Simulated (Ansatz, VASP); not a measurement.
**Sb: VASP beside Ansatz**

```
CELL_PARAMETERS angstrom
0.00000 3.52704 3.52704
3.52704 0.00000 3.52704
3.52704 3.52704 0.00000
ATOMIC_POSITIONS crystal
Sb 0.12500 0.12500 0.12500
Sb 0.87500 0.87500 0.87500
```

Alike in both runs: functional revPBE; k mesh 8 × 8 × 8; occupations fermi-dirac, width 0.1 eV; no spin polarisation.

Ansatz relaxed the structure, and its values are those at the end. VASP's run is a single point on that final structure, the one shown.

```csv
,VASP,Ansatz
version,VASP 6.6.1,Ansatz 0.2.0
potentials or method,"VASP PAW PBE potentials, release 64 (Sb)","plane waves (420 eV) with PAW, scalar-relativistic"
plane-wave cutoff (eV),520,420
valence electrons in the cell,10,30
```

|  | VASP | Ansatz | Ansatz less VASP |
| --- | --- | --- | --- |
| pressure (GPa) | 0.0 | 0.0 | +0.01 |

The functional is the same, so the differences come from potentials, cutoffs and numerics. The two sets of potentials don't hold the same shells in valence.

Caveats: the PAW data sets were made with another functional, which shifts forces and pressure a little (VASP). Spin-orbit coupling is left out, which matters for the levels of Sb.
